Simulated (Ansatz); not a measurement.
# Ru: equation of state with BLYP+D4

The system is Ru.

```
CELL_PARAMETERS angstrom
2.70580 0.00000 0.00000
-1.35290 2.34329 0.00000
0.00000 0.00000 4.28190
ATOMIC_POSITIONS crystal
Ru 0.66667 0.33333 0.75000
Ru 0.33333 0.66667 0.25000
```

```json
{
  "Program": "Ansatz 0.2.0",
  "Task": "equation of state",
  "Functional": "BLYP",
  "Dispersion": "D4",
  "Potentials or basis": "Ansatz PAW",
  "Cutoff": "420 eV",
  "Density cutoff": "1680 eV",
  "k mesh": "11 × 11 × 6",
  "Occupations": "fermi-dirac, width 0.05 eV",
  "Spin": "no spin polarisation"
}
```

| Property | Result |
| --- | --- |
| Equilibrium volume | 13.87 Å³/atom |
| Bulk modulus at fixed shape and positions | 302 GPa |
| Pressure derivative of the bulk modulus | 4.9 |

Energy against volume, from the lowest point:
```
volume (Å³/atom)  energy (meV/atom)
          12.760              99.12
          13.032              54.39
          13.303              23.95
          13.575               6.29
          13.846               0.00
          14.118               3.84
          14.389              16.71
```

All runs of the series together: 8.8 s on 2 threads of Arm Neoverse V1, on a shared host.

Caveat: the potentials were made for another functional, which shifts forces and pressure; the cell was scaled at fixed shape and fractional positions, which overstates the stiffness of a crystal with free parameters, most of all of layers and chains.
